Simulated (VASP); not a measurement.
# Sb2Pt (Geversite) (Pa-3) in VASP: reference runs

Aim: a first look at Sb2Pt (Geversite) with PBEsol, on the cell as given.

Everything below comes from runs of VASP 6.6.1. Logs are shortened: lines on timing, memory, paths and dates and some standing lists are left out, and cuts for length are marked.

**Measured values to compare with.**

From a printed reference work, data compilation, for a bulk crystal of Sb2Pt: band gap 0.11 eV.

The runs below are set against these values where they give the same quantity.

## Step 1: The crystal as given

It takes space group Pa-3 (No. 205, cubic). The conventional cell has a = 6.442 Å, b = 6.442 Å, c = 6.442 Å, α = 90.00°, β = 90.00°, γ = 90.00°. Pt (site symmetry -3) is surrounded by 6 Sb at 2.67 Å. Around Sb (site symmetry 3) lie 3 Pt at 2.67 Å and 1 Sb at 2.78 Å.

## Step 2: Single point, PBEsol

Input file INCAR:

```
ALGO     = Normal         # electronic algorithm
EDIFF    = 1E-7           # SCF threshold, eV
ENCUT    = 520            # plane-wave cutoff, eV
GGA      = PS             # functional
ISIF     = 2              # what is computed and relaxed
ISMEAR   = -1             # smearing method
KPAR     = 4            
LASPH    = T              # aspherical terms in the spheres
LCHARG   = T              # write CHGCAR
LREAL    = F              # projectors in reciprocal space
LVHAR    = T            
LWAVE    = F              # write WAVECAR
NBANDS   = 52             # bands
NELM     = 80             # most SCF steps
PREC     = Accurate       # precision mode
SIGMA    = 0.05           # smearing width, eV
```

Input file KPOINTS:

```
k-points
0
Gamma
  4 4 4
```

Input file POSCAR:

```
Sb2Pt
1.0
    6.4423000000      0.0000000000      0.0000000000
    0.0000000000      6.4423000000      0.0000000000
    0.0000000000      0.0000000000      6.4423000000
Pt Sb
4 8
Direct
    0.0000000000      0.5000000000      0.5000000000
    0.5000000000      0.5000000000      0.0000000000
    0.5000000000      0.0000000000      0.5000000000
    0.0000000000      0.0000000000      0.0000000000
    0.3753000000      0.1247000000      0.8753000000
    0.1247000000      0.8753000000      0.3753000000
    0.8753000000      0.3753000000      0.1247000000
    0.6247000000      0.6247000000      0.6247000000
    0.6247000000      0.8753000000      0.1247000000
    0.8753000000      0.1247000000      0.6247000000
    0.1247000000      0.6247000000      0.8753000000
    0.3753000000      0.3753000000      0.3753000000
```

Potentials or basis: VASP PAW PBE potentials, release 64 (Pt, Sb).

Started as:

```bash
$ cat potpaw_PBE.64/Pt/POTCAR potpaw_PBE.64/Sb/POTCAR > POTCAR
$ mpirun -np 4 vasp_std > vasp.out
```

OUTCAR:

```text
EDIFF = 1E-7
   ENCUT = 520
   GGA = PS
   ISIF = 2
   ISMEAR = -1
   LASPH = T
   LREAL = F
   NELM = 80
   PREC = Accurate

 ion  position               nearest neighbor table
   1  0.000  0.500  0.500-   6 2.67   7 2.67   8 2.67  10 2.67  11 2.67  12 2.67
   2  0.500  0.500  0.000-   5 2.67   7 2.67   8 2.67   9 2.67  11 2.67  12 2.67
   3  0.500  0.000  0.500-   5 2.67   6 2.67   8 2.67   9 2.67  10 2.67  12 2.67
   4  0.000  0.000  0.000-   5 2.67   6 2.67   7 2.67   9 2.67  10 2.67  11 2.67
   5  0.375  0.125  0.875-   2 2.67   3 2.67   4 2.67   9 2.78  10 3.60  11 3.60  12 3.60  12 3.60
                            11 3.60  10 3.60
   6  0.125  0.875  0.375-   1 2.67   3 2.67   4 2.67  10 2.78   9 3.60  11 3.60  12 3.60  11 3.60
                            12 3.60   9 3.60
   7  0.875  0.375  0.125-   1 2.67   2 2.67   4 2.67  11 2.78  10 3.60   9 3.60  12 3.60  10 3.60
                             9 3.60  12 3.60
   8  0.625  0.625  0.625-   1 2.67   2 2.67   3 2.67  12 2.78  10 3.60  11 3.60   9 3.60   9 3.60
                            10 3.60  11 3.60
   9  0.625  0.875  0.125-   2 2.67   3 2.67   4 2.67   5 2.78   6 3.60   7 3.60   8 3.60   8 3.60
                             7 3.60   6 3.60
  10  0.875  0.125  0.625-   1 2.67   3 2.67   4 2.67   6 2.78   5 3.60   7 3.60   8 3.60   7 3.60
                             8 3.60   5 3.60
  11  0.125  0.625  0.875-   1 2.67   2 2.67   4 2.67   7 2.78   6 3.60   5 3.60   8 3.60   6 3.60
                             5 3.60   8 3.60
  12  0.375  0.375  0.375-   1 2.67   2 2.67   3 2.67   8 2.78   6 3.60   7 3.60   5 3.60   5 3.60
                             6 3.60   7 3.60

  LATTYP: Found a simple cubic cell.
 ALAT       =     6.4423000000

  Lattice vectors:

 A1 = (   6.4423000000,   0.0000000000,   0.0000000000)
 A2 = (   0.0000000000,   6.4423000000,   0.0000000000)
 A3 = (   0.0000000000,   0.0000000000,   6.4423000000)

Analysis of symmetry for initial positions (statically):
=====================================================================
 Subroutine PRICEL returns:
 Original cell was already a primitive cell.

 Routine SETGRP: Setting up the symmetry group for a
 simple cubic supercell.

 Subroutine GETGRP returns: Found 24 space group operations
 (whereof  6 operations were pure point group operations)
 out of a pool of 48 trial point group operations.

The static configuration has the point symmetry S_6 .
 The point group associated with its full space group is T_h .

Analysis of symmetry for dynamics (positions and initial velocities):
=====================================================================
 Subroutine PRICEL returns:
 Original cell was already a primitive cell.

 Routine SETGRP: Setting up the symmetry group for a
 simple cubic supercell.

 Subroutine GETGRP returns: Found 24 space group operations
 (whereof  6 operations were pure point group operations)
 out of a pool of 48 trial point group operations.

The dynamic configuration has the point symmetry S_6 .
 The point group associated with its full space group is T_h .

 Subroutine INISYM returns: Found 24 space group operations
 (whereof  6 operations are pure point group operations),
 and found     1 'primitive' translations

----------------------------------------------------------------------------------------

                                     Primitive cell

  volume of cell :     267.3763

  direct lattice vectors                    reciprocal lattice vectors
     6.442300000  0.000000000  0.000000000     0.155224066  0.000000000  0.000000000
     0.000000000  6.442300000  0.000000000     0.000000000  0.155224066  0.000000000
     0.000000000  0.000000000  6.442300000     0.000000000  0.000000000  0.155224066

  length of vectors
     6.442300000  6.442300000  6.442300000     0.155224066  0.155224066  0.155224066

  position of ions in fractional coordinates (direct lattice)
     0.000000000  0.500000000  0.500000000
     0.500000000  0.500000000  0.000000000
     0.500000000  0.000000000  0.500000000
     0.000000000  0.000000000  0.000000000
     0.375300000  0.124700000  0.875300000
     0.124700000  0.875300000  0.375300000
     0.875300000  0.375300000  0.124700000
     0.624700000  0.624700000  0.624700000
     0.624700000  0.875300000  0.124700000
     0.875300000  0.124700000  0.624700000
[... 29 lines left out ...]
     0.038806016  0.000000000  0.000000000     0.250000000  0.000000000  0.000000000
     0.000000000  0.038806016  0.000000000     0.000000000  0.250000000  0.000000000
     0.000000000  0.000000000  0.038806016     0.000000000  0.000000000  0.250000000

  Length of vectors
     0.038806016  0.038806016  0.038806016

  Shift w.r.t. Gamma in fractional coordinates (k-lattice)
     0.000000000  0.000000000  0.000000000

 Subroutine IBZKPT returns following result:
 ===========================================

 Found     11 irreducible k-points:

 Following reciprocal coordinates:
            Coordinates               Weight
  0.000000  0.000000  0.000000      1.000000
  0.250000  0.000000  0.000000      6.000000
  0.500000  0.000000  0.000000      3.000000
  0.250000  0.250000  0.000000     12.000000
  0.500000  0.250000  0.000000      6.000000
 -0.250000  0.500000  0.000000      6.000000
  0.500000  0.500000  0.000000      3.000000
  0.250000  0.250000  0.250000      8.000000
  0.500000  0.250000  0.250000     12.000000
  0.500000  0.500000  0.250000      6.000000
  0.500000  0.500000  0.500000      1.000000
   k-points           NKPTS =     11   k-points in BZ     NKDIM =     11   number of bands    NBANDS=     52
   number of dos      NEDOS =    301   number of ions     NIONS =     12
   total plane-waves  NPLWV = 110592
   dimension x,y,z NGX =    48 NGY =   48 NGZ =   48
   dimension x,y,z NGXF=    96 NGYF=   96 NGZF=   96
   ions per type =               4   8
   NGX,Y,Z   is equivalent  to a cutoff of  12.39, 12.39, 12.39 a.u.
   NGXF,Y,Z  is equivalent  to a cutoff of  24.77, 24.77, 24.77 a.u.
 SYSTEM =  unknown system
   PREC   = accura    normal or accurate (medium, high low for compatibility)
   ISTART =      0    job   : 0-new  1-cont  2-samecut
   ICHARG =      2    charge: 1-file 2-atom 10-const
   ISPIN  =      1    spin polarized calculation?
   LNONCOLLINEAR =      F non collinear calculations
   LSORBIT =      F    spin-orbit coupling
   LASPH  =      T    aspherical Exc in radial PAW
   ENCUT  =  520.0 eV  38.22 Ry    6.18 a.u.  11.98 11.98 11.98*2*pi/ulx,y,z
   NELM   =     80;   NELMIN=  2; NELMDL= -5     # of ELM steps
   EDIFF  = 0.1E-06   stopping-criterion for ELM
   LREAL  =      F    real-space projection
   EDIFFG = 0.1E-05   stopping-criterion for IOM
   NSW    =      0    number of steps for IOM
   IBRION =     -1    ionic relax: 0-MD 1-quasi-New 2-CG
   NFREE  =      0    steps in history (QN), initial steepest desc. (CG)
   ISIF   =      2    stress and relaxation
   ISYM   =      2    0-nonsym 1-usesym 2-fastsym
   POTIM  = 0.5000    time-step for ionic-motion
   TEBEG  =    0.0;   TEEND  =   0.0 temperature during run
   PSTRESS=    0.0 pullay stress
   NELECT =      80.0000    total number of electrons
   NUPDOWN=      -1.0000    fix difference up-down
   EMIN   =  10.00;   EMAX   =-10.00  energy-range for DOS
   EFERMI =   0.00;   METHOD = LEGACY
   ISMEAR =    -1;   SIGMA  =   0.05  broadening in eV -4-tet -1-fermi 0-gaus
   EFERMI_NEDOS =   21; number of points for ismear=-14 and -15
   IALGO  =     38    algorithm
   IMIX   =      4    mixing-type and parameters
     AMIX     =   0.40;   BMIX     =  1.00
     AMIX_MAG =   1.60;   BMIX_MAG =  1.00
  volume/ion in A,a.u.               =      22.28       150.36
  Fermi-wavevector in a.u.,A,eV,Ry     =   1.094957  2.069169 16.312456  1.198932
  Thomas-Fermi vector in A             =   2.231272
   LORBIT       =      0    0 simple, 1 ext, 2 COOP (PROOUT), +10 PAW based schemes
   GGA     = PS    functional components
   LHFCALC =     F    Hartree Fock is set to
   AEXX    =    0.0000 exact exchange contribution
   IVDW    =     0    specifies the selected vdW correction
   LEPSILON=     F    determine dielectric tensor
   LRPA    =     F    only Hartree local field effects (RPA)
 non-spin polarized calculation
  energy-cutoff  :      520.00
  volume of cell :      267.38
 maximum number of plane-waves:      7248
   NGX = 23   NGY = 23   NGZ = 23

 number of electron      80.0000001 magnetization

 Free energy of the ion-electron system (eV)
  ---------------------------------------------------
  ext. energy  EPLUGINS =         0.00000000
  ---------------------------------------------------
  free energy    TOTEN  =       -70.43600401 eV

  energy without entropy =      -70.41816772  energy(sigma->0) =      -70.42708587

 E-fermi :   9.2223     XC(G=0): -11.0991

 val. band max:        9.2054929222   @ k =   0.0000   0.0000   0.0000
 cond. band min:       9.2630201920   @ k =   0.2500   0.0000   0.0000
 fundamental gap:      0.0575272698
 Fermi energy:         9.2223264344

 k-point     1 :       0.0000    0.0000    0.0000
  band No.  band energies     occupation
      1      -3.6364      2.00000
      2      -1.3506      2.00000
      3      -1.3506      2.00000
      4      -1.3506      2.00000
      5       0.1770      2.00000
      6       0.1770      2.00000
[... 594 lines left out ...]
     51      11.9220      0.00000
     52      11.9220      0.00000

------------------------ aborting loop because EDIFF is reached ----------------------------------------

  FORCE on cell =-STRESS in cart. coord.  units (eV):
  Direction    XX          YY          ZZ          XY          YZ          ZX
  --------------------------------------------------------------------------------------
  -------------------------------------------------------------------------------------
  Total        2.0431599      2.0431599      2.0431599     -0.0000000     -0.0000000      0.0000000
  in kB       12.2430638     12.2430638     12.2430638     -0.0000000     -0.0000000      0.0000000
  external PRESSURE =      12.2430638 kB  Pullay stress =       0.0000000 kB

 VOLUME and BASIS-vectors are now :
 -----------------------------------------------------------------------------
  energy-cutoff  :      520.00
  volume of cell :      267.38
      direct lattice vectors                 reciprocal lattice vectors
     6.442300000  0.000000000  0.000000000     0.155224066  0.000000000  0.000000000
     0.000000000  6.442300000  0.000000000     0.000000000  0.155224066  0.000000000
     0.000000000  0.000000000  6.442300000     0.000000000  0.000000000  0.155224066

 POSITION                                       TOTAL-FORCE (eV/Angst)
 -----------------------------------------------------------------------------------
      0.00000      3.22115      3.22115         0.000000      0.000000      0.000000
      3.22115      3.22115      0.00000         0.000000      0.000000      0.000000
      3.22115      0.00000      3.22115         0.000000      0.000000      0.000000
      0.00000      0.00000      0.00000         0.000000      0.000000      0.000000
      2.41780      0.80335      5.63895        -0.099711      0.099711     -0.099711
      0.80335      5.63895      2.41780         0.099711     -0.099711     -0.099711
      5.63895      2.41780      0.80335        -0.099711     -0.099711      0.099711
      4.02450      4.02450      4.02450         0.099711      0.099711      0.099711
      4.02450      5.63895      0.80335         0.099711     -0.099711      0.099711
      5.63895      0.80335      4.02450        -0.099711      0.099711      0.099711
      0.80335      4.02450      5.63895         0.099711      0.099711     -0.099711
      2.41780      2.41780      2.41780        -0.099711     -0.099711     -0.099711
 -----------------------------------------------------------------------------------
    total drift:                               -0.000000      0.000000     -0.000000

  FREE ENERGIE OF THE ION-ELECTRON SYSTEM (eV)
  ---------------------------------------------------
  free  energy   TOTEN  =       -70.4360040118 eV

  energy  without entropy=      -70.4181677243  energy(sigma->0) =      -70.42708587
```

Wall time 66 s (4 MPI ranks of Intel Xeon Platinum 8259CL at 2.50GHz (Skylake/Cascade Lake), shared host); peak memory 0.39 GiB.

Results:

* Free energy: -70.4360 eV
* Pressure: 1.2 GPa
* Largest force: 0.173 eV/Å
* Band gap on the k mesh: none (metal or under the smearing width)

Forces in eV/Å, atoms in the order of the input:
```
Pt   0.000  0.000  0.000
Pt   0.000  0.000  0.000
Pt   0.000  0.000  0.000
Pt   0.000  0.000  0.000
Sb  -0.100  0.100 -0.100
Sb   0.100 -0.100 -0.100
Sb  -0.100 -0.100  0.100
Sb   0.100  0.100  0.100
Sb   0.100 -0.100  0.100
Sb  -0.100  0.100  0.100
Sb   0.100  0.100 -0.100
Sb  -0.100 -0.100 -0.100
```

Levels at points of the mesh, in eV from the Fermi level:
| k point | band 37 | band 38 | band 39 | band 40 | band 41 | band 42 | band 43 | band 44 |
| --- | --- | --- | --- | --- | --- | --- | --- | --- |
| (0.00, 0.00, 0.00) | -1.85 | -0.59 | -0.59 | -0.59 | -0.02 | -0.02 | -0.02 | 0.86 |
| (0.50, 0.00, 0.00) | -1.49 | -1.49 | -0.69 | -0.69 | 0.75 | 0.75 | 1.50 | 1.50 |
| (0.50, 0.50, 0.00) | -0.79 | -0.79 | -0.79 | -0.79 | 1.72 | 1.72 | 1.72 | 1.72 |
| (0.50, 0.50, 0.50) | -0.73 | -0.73 | -0.73 | -0.73 | -0.05 | -0.05 | -0.05 | -0.05 |

Caveat: the PAW data sets were made with another functional, which shifts forces and pressure a little.

## Step 3: Comparison with measurements

Step 2. Against the measured gap of Sb2Pt, 0.11 eV (a printed reference work, data compilation), the calculated 0.00 eV is off by -0.11 eV. Spin-orbit coupling on Pt, Sb is left out. The value is that of PBEsol on a finite k mesh, which can miss the band edges, without temperature or zero-point motion. Semilocal functionals fall short of measured gaps as a rule.
